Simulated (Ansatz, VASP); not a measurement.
MnO in VASP and in Ansatz

File INCAR:

```
PREC = Accurate
ENCUT = 520
EDIFF = 1E-7
ISMEAR = 0
SIGMA = 0.1
LREAL = F
LASPH = T
NELM = 150
ALGO = Normal
ISIF = 2
LWAVE = F
LCHARG = T
ISPIN = 2
MAGMOM = 4 4 0 0
LORBIT = 11
LMAXMIX = 4
GGA = PE
LELF = T
LVHAR = T
NBANDS = 31
```

Contents of KPOINTS:

```
regular mesh
0
Gamma
  6 6 4
```

Contents of POSCAR:

```
MnO
1.0
    3.3717009293      0.0000000000      0.0000000000
   -1.6858504646      2.9199786587      0.0000000000
    0.0000000000      0.0000000000      5.3855000000
Mn O
2 2
Direct
    0.3333333333      0.6666666667      0.0109600000
    0.6666666667      0.3333333333      0.5109600000
    0.3333333333      0.6666666667      0.3754700000
    0.6666666667      0.3333333333      0.8754700000
```

Input for Ansatz:

```yaml
crystal:
  lattice:
    - [3.3717009293, 0.0, 0.0]
    - [-1.6858504646, 2.9199786587, 0.0]
    - [0.0, 0.0, 5.3855]
  atoms:
    - { symbol: Mn, position: [0.3333333333, 0.6666666667, 0.01096], spin: 4.0 }
    - { symbol: Mn, position: [0.6666666667, 0.3333333333, 0.51096], spin: 4.0 }
    - { symbol: O, position: [0.3333333333, 0.6666666667, 0.37547] }
    - { symbol: O, position: [0.6666666667, 0.3333333333, 0.87547] }
basis:
  ecutwfc: 420
kpoints:
  mp_grid: { grid: [6, 6, 4] }
hamiltonian:
  xc: pbe
scf:
  occupations: { method: gaussian, width: 0.1 }
  lower_state_search: "off"
output:
  forces: true
  stress: true
  eigenvalues: true
  populations: true
magnetization:
  spin_polarized: true
```

Measurements of this composition are mostly on another form, of space group No. 225.

Alike in both runs: task single point; functional PBE; k mesh 6 × 6 × 4; occupations gaussian, width 0.1 eV; collinear spin.

```csv
,VASP,Ansatz
version,VASP 6.6.1,Ansatz 0.2.0
potentials or method,"VASP PAW PBE potentials, release 64 (Mn_pv, O)","scalar-relativistic, plane waves, PAW"
plane-wave cutoff (eV),520,420
valence electrons in the cell,38,42
```

```csv
,VASP,Ansatz,Ansatz less VASP
gap on the k mesh at the Fermi level (eV),none,none,-
pressure (GPa),6.5,6.1,-0.46
largest component of the traceless stress (GPa),5.52,5.30,-0.216
rms of the force components (eV/Å),0.377,0.359,-0.0178
net moment per atom (μB),2.50,2.50,0.000
size of the moment on the site where the two differ most (μB),4.41,3.84,-0.573
```

Site moments also hang on the region over which each program counts them. Atom by atom the forces differ by 0.018 eV/Å (rms over components). A gap of «none» marks a metal or a gap that the smearing closes. The two sets of potentials don't hold the same shells in valence.

Caveats: semilocal functionals often make such compounds metallic where correlation or magnetic order opens a gap, which also shifts bond lengths.
